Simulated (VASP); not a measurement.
Write the native input for VASP 6.6.1 that does the following.

```
Task                   : electrostatic potential
Functional             : PBE
Potentials or basis    : VASP PAW PBE potentials, release 64 (Ca_sv, O)
Cutoff                 : 520 eV
k mesh                 : 10 × 10 × 10
Occupations            : gaussian, width 0.02 eV
Spin                   : non-collinear spin, zero start, spin-orbit coupling
Starting moments       : [[0.0, 0.0, 0.0], [0.0, 0.0, 0.0]] μB
Further INCAR settings : ALGO = Normal; EDIFF = 1e-06
```

The structure of CaO lies in POSCAR:

```
CaO                                     
1.0
   -0.0000000000      2.3966028047      2.3966028047
    2.3966028047      0.0000000000      2.3966028047
    2.3966028047      2.3966028047      0.0000000000
  Ca              O             
     1     1
Direct
     0.0000000000000000    0.0000000000000000    0.0000000000000000
     0.5000000000000000    0.5000000000000000    0.5000000000000000
```

The cell was built by a generator and needn't be a form met in nature.

One way to write it, as run:

INCAR

```
PREC = Accurate
ENCUT = 520
EDIFF = 1E-6
ISMEAR = 0
SIGMA = 0.02
LREAL = False
LASPH = True
NELM = 100
ALGO = Normal
ISIF = 2
LWAVE = False
LCHARG = True
LNONCOLLINEAR = True
MAGMOM = 0 0 0 0 0 0
LORBIT = 11
LSORBIT = True
GGA_COMPAT = False
GGA = PE
LVHAR = True
KPAR = 4
```

KPOINTS

```
regular mesh
0
Gamma
  10 10 10
```

Potentials or basis: VASP PAW PBE potentials, release 64 (Ca_sv, O).

Launch:

```bash
$ cat potpaw_PBE.64/Ca_sv/POTCAR potpaw_PBE.64/O/POTCAR > POTCAR
$ mpirun -np 4 vasp_ncl > vasp.out
```

It gave:

| Property | Result |
| --- | --- |
| Pressure | 3.2 GPa |
| Net moment | 0.00 μB per cell |
| Valence electrons inside the program's atomic spheres | Ca 8.23; O 5.01 |

Wall time 32 s on 4 MPI ranks on Intel(R) Xeon(R) 6975P-C (Granite Rapids), with other jobs on the host, peak memory 0.28 GiB a rank.
